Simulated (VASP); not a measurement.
Write the native input for VASP 6.6.1 that does the following.

```yaml
Task: single point
Functional: PBEsol
Potentials_or_basis: VASP PAW PBE potentials, release 64 (Cd, Se)
Cutoff: 520 eV
k_mesh: 10 × 10 × 10
Occupations: gaussian, width 0.02 eV
Spin: no spin polarisation
Dipole_correction: no
Further_INCAR_settings: ALGO = Normal; EDIFF = 1e-06; NBANDS = 16
```

The structure of CdSe lies in POSCAR:

```
CdSe
1.0
    0.0000000000      3.0515000000      3.0515000000
    3.0515000000      0.0000000000      3.0515000000
    3.0515000000      3.0515000000      0.0000000000
Cd Se
1 1
Direct
    0.0000000000      0.0000000000      0.0000000000
    0.2500000000      0.2500000000      0.2500000000
```

Measurements of this composition are mostly on another form, of space group No. 186.

These files were run (other wordings do the same):

INCAR

```
PREC = Accurate ; ENCUT = 520
EDIFF = 1E-6 ; ISMEAR = 0
SIGMA = 0.02 ; LREAL = F
LASPH = T ; NELM = 60
ALGO = Normal ; ISIF = 2
LWAVE = F ; LCHARG = F
GGA = PS ; NBANDS = 16
```

KPOINTS

```
regular mesh
0
Gamma
  10 10 10
```

Potentials or basis: VASP PAW PBE potentials, release 64 (Cd, Se).

Command:

```sh
$ cat potpaw_PBE.64/Cd/POTCAR potpaw_PBE.64/Se/POTCAR > POTCAR
$ mpirun -np 1 vasp_std > vasp.out
```

Results of the run:

```
Pressure               : -0.2 GPa
Band gap on the k mesh : 0.46 eV, direct
```

Caveat: the PAW data sets were made with another functional, which shifts forces and pressure a little.

Wall time 19 s on 1 thread of AMD EPYC 9R45 96-Core Processor (Zen 5), on a shared host, peak memory 0.17 GiB.
